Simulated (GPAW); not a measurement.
**Bi in GPAW: the effect of target pressure**

The system is Bi.

```
Bi
1.0
    -1.98143    1.98143    1.98143
     1.98143   -1.98143    1.98143
     1.98143    1.98143   -1.98143
Bi
1
Direct
  0.00000 0.00000 0.00000
```

This isn't the form of Bi at room conditions, which is rhombohedral.

Alike in all runs:

```yaml
Program: GPAW 26.7.0
Task: relaxation of cell and atoms
Functional: PBEsol
Potentials_or_basis: PAW data sets generated in the run's folder for this functional
Cutoff: 600 eV
Basis: pw
k_mesh: 9 × 9 × 9
Occupations: fermi-dirac, width 0.05 eV
Spin: no spin polarisation
```

Each run relaxes the cell or the atoms first.

```tsv
target pressure	target pressure	relaxed volume (Å³/atom)
0 GPa	-	29.95
2 GPa	2 GPa	28.97
5 GPa	5 GPa	27.85
10 GPa	10 GPa	26.39
20 GPa	20 GPa	?
30 GPa	30 GPa	22.92
```

Question: What does the run with target pressure 20 GPa give?

Answer: Relaxed volume 24.31 Å³/atom.

Worked out: In Murnaghan's law V^(-B') rises as a straight line in P. The other rows fit best with B' = 4.4, V0 = 29.93 Å³/atom and B0 = 59 GPa, which gives 24.33 Å³/atom at 20 GPa, against the run's 24.31.

Caveats: later steps reuse the first step's grids; the volume moved by over 15 % at a fixed basis, so the end points are rough (some runs).
